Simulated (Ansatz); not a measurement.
**Phonon dispersion of Ti**

These are results of Ansatz, DFT PBEsol, scalar-relativistic, plane waves, PAW, not measurements. Plane waves to 420 eV; Γ-centred k mesh 20×20×20; Fermi-Dirac smearing of 0.15 eV. No spin polarisation. Phonons by linear response, acoustic sum rule imposed.

Equilibrium structure at this level:
```xyz
1
Lattice="0.0000 2.0318 2.0318 2.0318 0.0000 2.0318 2.0318 2.0318 0.0000" Properties=species:S:1:pos:R:3 pbc="T T T"
Ti    0.0000    0.0000    0.0000
```

In a metal, frequencies and elastic constants depend on the k mesh and the smearing, soft modes and shear constants most. The q mesh is coarse, so values between its points are rough.

Force constants from linear response on a 2×2×2 q mesh.

Question: Is the structure dynamically stable on the q mesh?

Answer: Yes, on this mesh: no mode is imaginary.

Question: Give the frequencies (cm⁻¹) at the points of high symmetry.

Answer:
| point | q | frequencies |
| --- | --- | --- |
| X | 0.500 0.000 0.500 | 186 186 222 |
| U | 0.625 0.250 0.625 | 165 191 202 |
| K | 0.375 0.375 0.750 | 165 191 202 |
| L | 0.500 0.500 0.500 | 91 91 190 |
| W | 0.500 0.250 0.750 | 175 195 195 |

This fcc form isn't the element's structure at ambient conditions.

Cost: 1 run of about 1.9 core-minutes, on AMD EPYC 7R43 (Zen 3) (shared hosts).